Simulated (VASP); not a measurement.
# MgO (Fm-3m) in VASP: a series of runs

One crystal, MgO, is run at these levels: LDA; tasks: single point.

Everything below comes from runs of VASP 6.6.1. Logs are shortened: lines on timing, memory, paths and dates and some standing lists are left out, and cuts for length are marked.

## (1) The crystal as given

It takes space group Fm-3m (No. 225, cubic). Conventional cell: a = 4.194 Å, b = 4.194 Å, c = 4.194 Å, α = 90.00°, β = 90.00°, γ = 90.00°. Mg (site symmetry m-3m) has 6 O at 2.10 Å as nearest neighbours. Around O (site symmetry m-3m) lie 6 Mg at 2.10 Å.

The cell is a database's computed one.

## (2) Single point, LDA

Input file INCAR:

```
PREC = Accurate
ENCUT = 400
EDIFF = 1E-7
ISMEAR = 0
SIGMA = 0.05
LREAL = False
LASPH = True
NELM = 100
ALGO = Normal
ISIF = 2
LWAVE = False
LCHARG = False
GGA = CA
NBANDS = 11
ADDGRID = False
```

Input file KPOINTS:

```
regular mesh
0
Gamma
  4 4 4
```

Input file POSCAR:

```
MgO
1.0
    0.0000000000      2.0970013927      2.0970013927
    2.0970013927      0.0000000000      2.0970013927
    2.0970013927      2.0970013927      0.0000000000
Mg O
1 1
Direct
   -0.0111690000     -0.0083340000      0.0019910000
    0.5083620000      0.4891820000      0.5308490000
```

Potentials or basis: VASP PAW LDA potentials, release 64 (Mg, O).

Started as:

```sh
> cat potpaw_LDA.64/Mg/POTCAR potpaw_LDA.64/O/POTCAR > POTCAR
> mpirun -np 1 vasp_std > vasp.out
```

OUTCAR:

```text
PREC = Accurate
   ENCUT = 400
   EDIFF = 1E-7
   ISMEAR = 0
   LREAL = False
   LASPH = True
   NELM = 100
   ISIF = 2
   GGA = CA

 Found     36 irreducible k-points:

 Following reciprocal coordinates:
            Coordinates               Weight
  0.000000  0.000000  0.000000      1.000000
  0.250000  0.000000  0.000000      2.000000
  0.000000  0.250000  0.000000      2.000000
  0.000000  0.000000  0.250000      2.000000
  0.250000  0.250000  0.250000      2.000000
  0.500000  0.000000  0.000000      1.000000
   k-points           NKPTS =     36   k-points in BZ     NKDIM =     36   number of bands    NBANDS=     11
   number of dos      NEDOS =    301   number of ions     NIONS =      2
   total plane-waves  NPLWV =   8000
   dimension x,y,z NGX =    20 NGY =   20 NGZ =   20
   dimension x,y,z NGXF=    40 NGYF=   40 NGZF=   40
   ions per type =               1   1
   NGX,Y,Z   is equivalent  to a cutoff of  11.21, 11.21, 11.21 a.u.
   NGXF,Y,Z  is equivalent  to a cutoff of  22.42, 22.42, 22.42 a.u.
 SYSTEM =  unknown system
   PREC   = accura    normal or accurate (medium, high low for compatibility)
   ISTART =      0    job   : 0-new  1-cont  2-samecut
   ICHARG =      2    charge: 1-file 2-atom 10-const
   ISPIN  =      1    spin polarized calculation?
   LNONCOLLINEAR =      F non collinear calculations
   LSORBIT =      F    spin-orbit coupling
   LASPH  =      T    aspherical Exc in radial PAW
   ENCUT  =  400.0 eV  29.40 Ry    5.42 a.u.   4.84  4.84  4.84*2*pi/ulx,y,z
   NELM   =    100;   NELMIN=  2; NELMDL= -5     # of ELM steps
   EDIFF  = 0.1E-06   stopping-criterion for ELM
   LREAL  =      F    real-space projection
   EDIFFG = 0.1E-05   stopping-criterion for IOM
   NSW    =      0    number of steps for IOM
   IBRION =     -1    ionic relax: 0-MD 1-quasi-New 2-CG
   NFREE  =      0    steps in history (QN), initial steepest desc. (CG)
   ISIF   =      2    stress and relaxation
   ISYM   =      2    0-nonsym 1-usesym 2-fastsym
   POTIM  = 0.5000    time-step for ionic-motion
   TEBEG  =    0.0;   TEEND  =   0.0 temperature during run
   PSTRESS=    0.0 pullay stress
   NELECT =       8.0000    total number of electrons
   NUPDOWN=      -1.0000    fix difference up-down
   EMIN   =  10.00;   EMAX   =-10.00  energy-range for DOS
   EFERMI =   0.00;   METHOD = LEGACY
   ISMEAR =     0;   SIGMA  =   0.05  broadening in eV -4-tet -1-fermi 0-gaus
   EFERMI_NEDOS =   21; number of points for ismear=-14 and -15
   IALGO  =     38    algorithm
   IMIX   =      4    mixing-type and parameters
     AMIX     =   0.40;   BMIX     =  1.00
     AMIX_MAG =   1.60;   BMIX_MAG =  1.00
  volume/ion in A,a.u.               =       9.22        62.23
  Fermi-wavevector in a.u.,A,eV,Ry     =   1.239261  2.341864 20.895389  1.535768
  Thomas-Fermi vector in A             =   2.373752
   LORBIT       =      0    0 simple, 1 ext, 2 COOP (PROOUT), +10 PAW based schemes
   GGA     = CA    functional components
   LHFCALC =     F    Hartree Fock is set to
   AEXX    =    0.0000 exact exchange contribution
   IVDW    =     0    specifies the selected vdW correction
   LEPSILON=     F    determine dielectric tensor
   LRPA    =     F    only Hartree local field effects (RPA)
 non-spin polarized calculation
 Gauss-broadening in eV      SIGMA  =   0.05
  energy-cutoff  :      400.00
  volume of cell :       18.44
 maximum number of plane-waves:       344
   NGX =  9   NGY =  9   NGZ =  9

 number of electron       8.0000000 magnetization

 Free energy of the ion-electron system (eV)
  ---------------------------------------------------
  ext. energy  EPLUGINS =         0.00000000
  ---------------------------------------------------
  free energy    TOTEN  =       -13.40825738 eV

  energy without entropy =      -13.40825738  energy(sigma->0) =      -13.40825738

 E-fermi :   3.2888     XC(G=0): -11.6461

 val. band max:        2.9734392128   @ k =   0.0000   0.0000   0.0000
 cond. band min:       7.7411420812   @ k =   0.0000   0.0000   0.0000
 fundamental gap:      4.7677028684
 Fermi energy:         3.2888320797

 k-point     1 :       0.0000    0.0000    0.0000
  band No.  band energies     occupation
      1     -14.0916      2.00000
      2       2.9468      2.00000
      3       2.9613      2.00000
      4       2.9734      2.00000
      5       7.7411      0.00000
      6      18.5828      0.00000
      7      18.6218      0.00000
      8      18.6751      0.00000
      9      22.5984      0.00000
     10      24.3158      0.00000
     11      24.3373      0.00000

 k-point     2 :       0.2500    0.0000    0.0000
  band No.  band energies     occupation
      1     -13.4649      2.00000
      2       0.2491      2.00000
      3       2.6082      2.00000
      4       2.6347      2.00000
      5      10.0570      0.00000
      6      15.3947      0.00000
      7      19.4271      0.00000
      8      19.4821      0.00000
      9      22.9811      0.00000
     10      23.0286      0.00000
     11      24.8656      0.00000

 k-point     3 :       0.0000    0.2500    0.0000
  band No.  band energies     occupation
      1     -13.4649      2.00000
      2       0.2473      2.00000
      3       2.6157      2.00000
      4       2.6341      2.00000
      5      10.0531      0.00000
      6      15.3847      0.00000
      7      19.4347      0.00000
      8      19.4733      0.00000
      9      22.9818      0.00000
     10      23.0408      0.00000
     11      24.8703      0.00000

 k-point     4 :       0.0000    0.0000    0.2500
  band No.  band energies     occupation
      1     -13.4648      2.00000
      2       0.2512      2.00000
      3       2.6021      2.00000
      4       2.6324      2.00000
      5      10.0616      0.00000
      6      15.4068      0.00000
      7      19.4232      0.00000
      8      19.4875      0.00000
      9      22.9797      0.00000
     10      23.0139      0.00000
     11      24.8604      0.00000

 k-point     5 :       0.2500    0.2500    0.2500
  band No.  band energies     occupation
      1     -13.4646      2.00000
      2       0.2574      2.00000
      3       2.5985      2.00000
      4       2.6125      2.00000
      5      10.0748      0.00000
      6      15.4413      0.00000
      7      19.4423      0.00000
      8      19.4731      0.00000
      9      22.9573      0.00000
     10      22.9871      0.00000
     11      24.8478      0.00000

 k-point     6 :       0.5000    0.0000    0.0000
  band No.  band energies     occupation
      1     -12.7127      2.00000
      2      -1.7778      2.00000
      3       2.2876      2.00000
      4       2.3149      2.00000
      5      10.7798      0.00000
      6      15.4535      0.00000
      7      19.0734      0.00000
      8      19.1833      0.00000
      9      23.6752      0.00000
     10      25.3952      0.00000
     11      25.4507      0.00000

 [... further k-points ...]
[... 5 lines left out ...]
  --------------------------------------------------------------------------------------
  -------------------------------------------------------------------------------------
  Total       -1.1228482     -0.8116967     -1.1976980     -0.0389222     -0.0247691     -0.0126607
  in kB      -97.5451015    -70.5144662   -104.0475269     -3.3812849     -2.1517643     -1.0998734
  external PRESSURE =     -90.7023649 kB  Pullay stress =       0.0000000 kB

 VOLUME and BASIS-vectors are now :
 -----------------------------------------------------------------------------
  energy-cutoff  :      400.00
  volume of cell :       18.44
      direct lattice vectors                 reciprocal lattice vectors
     0.000000000  2.097001393  2.097001393    -0.238435702  0.238435702  0.238435702
     2.097001393  0.000000000  2.097001393     0.238435702 -0.238435702  0.238435702
     2.097001393  2.097001393  0.000000000     0.238435702  0.238435702 -0.238435702

 POSITION                                       TOTAL-FORCE (eV/Angst)
 -----------------------------------------------------------------------------------
      2.08370      2.07776      4.15310         0.289336      0.577688      0.183049
      2.13901      2.17923      2.09185        -0.289336     -0.577688     -0.183049
 -----------------------------------------------------------------------------------
    total drift:                               -0.000039      0.000337     -0.000013

  FREE ENERGIE OF THE ION-ELECTRON SYSTEM (eV)
  ---------------------------------------------------
  free  energy   TOTEN  =       -13.4082573800 eV

  energy  without entropy=      -13.4082573800  energy(sigma->0) =      -13.40825738
```

It took 4.5 s on 1 thread of AMD EPYC 9R45 (Zen 5), shared host; peak memory 0.08 GiB.

These settings aren't checked as converged: the numbers below hold their error.

Results:

- Free energy: -13.4083 eV
- Largest force: 0.672 eV/Å
- Band gap on the k mesh: 4.77 eV, direct

Caveat: the k mesh is coarse (spacing up to 0.65 Å⁻¹), so the values aren't converged; the cutoff is under 1.25 times the usual one of these potentials, so pressure, stress and relaxed cells hold a basis-set (Pulay) error.

## (3) Single point, LDA

INCAR: that of step 2 with these lines changed.

```diff
@@ -4,3 +4,3 @@
 ISMEAR = 0
-SIGMA = 0.05
+SIGMA = 0.5
 LREAL = False
```

KPOINTS is that of step 2.

Input file POSCAR:

```
MgO
1.0
    0.0000000000      2.0970013927      2.0970013927
    2.0970013927      0.0000000000      2.0970013927
    2.0970013927      2.0970013927      0.0000000000
Mg O
1 1
Direct
    0.0000000000      0.0000000000      0.0000000000
    0.5000000000      0.5000000000      0.5000000000
```

Potentials or basis: VASP PAW LDA potentials, release 64 (Mg, O).

Started as:

```sh
> cat potpaw_LDA.64/Mg/POTCAR potpaw_LDA.64/O/POTCAR > POTCAR
> mpirun -np 1 vasp_std > vasp.out
```

It took 2.2 s on 1 thread of AMD EPYC 9R45 (Zen 5), shared host; peak memory 0.08 GiB.

The run converged, but some of its settings lie outside the range that counts as converged, so its numbers aren't taken as properties of the crystal.

Results:

```
Free energy            : -13.4482 eV
Band gap on the k mesh : 4.78 eV, direct
```

Caveat: the k mesh is coarse (spacing up to 0.65 Å⁻¹), so the values aren't converged; the cutoff is under 1.25 times the usual one of these potentials, so pressure, stress and relaxed cells hold a basis-set (Pulay) error.

## (4) For comparison

An earlier run on the cell as given: functional PBE; potentials or basis VASP PAW PBE potentials, release 64 (Mg, O); cutoff 520 eV; k mesh 11 × 11 × 11; occupations fermi-dirac, width 0.05 eV; no spin polarisation.

* Pressure: 6.2 GPa
* Band gap on the k mesh: 4.85 eV, direct
